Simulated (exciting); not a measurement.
Consider KBr, space group Fm-3m.

```xyz
2
Lattice="0.0000 3.3000 3.3000 3.3000 0.0000 3.3000 3.3000 3.3000 0.0000" Properties=species:S:1:pos:R:3 pbc="T T T"
Br    3.3000    3.3000    3.3000
K     0.0000    0.0000    0.0000
```

Absorber: atom 2, with 6 Br at 3.30 Å (octahedral, site symmetry m-3m). Method: exciting, all-electron LAPW+lo, PBE, spinor conduction states, exchange and screened direct term (singlet BSE), 2×2×2 shifted k points, 34 conduction spinor bands, |G+q| up to 4.5 bohr⁻¹ (4.4 in the exchange term), full RPA screening with nempty = 57, Lorentzian half width 0.25 eV.

Question: Predict the K L₂,₃ near-edge structure at this level.

Bound core exciton? Yes on this mesh: the first bright state (over 5 % of the brightest) lies at -2.40 eV from the Kohn–Sham onset and at -3.39 eV from the lowest bare transition of its own mesh; weaker or dark states reach down to -2.46 eV. Maxima (height): -1.5 eV (1.00), 1.3 eV (0.71) and 10.6 eV (0.09).

Energy from the Kohn–Sham onset, core level to the lowest empty state found on the meshes used; Im ε in relative units:

```
E (eV)  Im ε
 -4.25  0.01
 -4.00  0.02
 -3.75  0.02
 -3.50  0.03
 -3.25  0.04
 -3.00  0.05
 -2.75  0.09
 -2.50  0.16
 -2.25  0.30
 -2.00  0.42
 -1.75  0.64
 -1.50  1.00
 -1.25  0.56
 -1.00  0.25
 -0.75  0.14
 -0.50  0.10
 -0.25  0.09
  0.00  0.10
  0.25  0.13
  0.50  0.24
  0.75  0.40
  1.00  0.47
  1.25  0.69
  1.50  0.49
  1.75  0.29
  2.00  0.18
  2.25  0.11
  2.50  0.09
  2.75  0.08
  3.00  0.08
  3.25  0.07
  3.50  0.07
  3.75  0.08
  4.00  0.08
  4.25  0.08
  4.50  0.09
  4.75  0.09
  5.00  0.08
  5.25  0.07
  5.50  0.06
  5.75  0.05
  6.00  0.05
  6.25  0.04
  6.50  0.04
  6.75  0.04
  7.00  0.04
  7.25  0.05
  7.50  0.07
  7.75  0.07
  8.00  0.06
  8.25  0.05
  8.50  0.04
  8.75  0.04
  9.00  0.03
  9.25  0.03
  9.50  0.03
  9.75  0.04
 10.00  0.05
 10.25  0.06
 10.50  0.09
 10.75  0.08
 11.00  0.06
 11.25  0.06
 11.50  0.06
 11.75  0.05
 12.00  0.04
 12.25  0.03
 12.50  0.03
 12.75  0.03
 13.00  0.04
 13.25  0.04
 13.50  0.04
 13.75  0.04
 14.00  0.03
 14.25  0.03
 14.50  0.03
```

A mesh of 8 points doesn't converge binding energies, and the weak maxima beyond the white lines are largely noise of the mesh. The multiplet shape isn't converged in the kernel cutoffs, and the cutoff of the direct term wasn't varied. Measured L₃ and L₂ lines of such d⁰ ions are about equally strong. The zero comes from the unshifted 4×4×4 ground-state mesh; it is exact only where the band minimum lies on that mesh. The Kohn–Sham onset, 276 eV, is no photon energy (tabulated edge of the element: 294.6 eV): the scale needs a rigid shift. No quasiparticle correction widens the gap or stretches the bands. Charge-transfer satellites and vibrations lie outside this two-particle theory. The structure is a published determination, not relaxed.

[Banner, clock and machine lines of the logs are left out without a mark of their own.]

[Logs are printed without paths, hosts, clocks, repeated set-up lines and the standing remarks that a program may print on its own settings, such as how far it seeks lower states.]

[Hosts, paths, dates, database ids (printed as entryN), source tags and the programs' standing remarks are cut or masked in the printed files.]
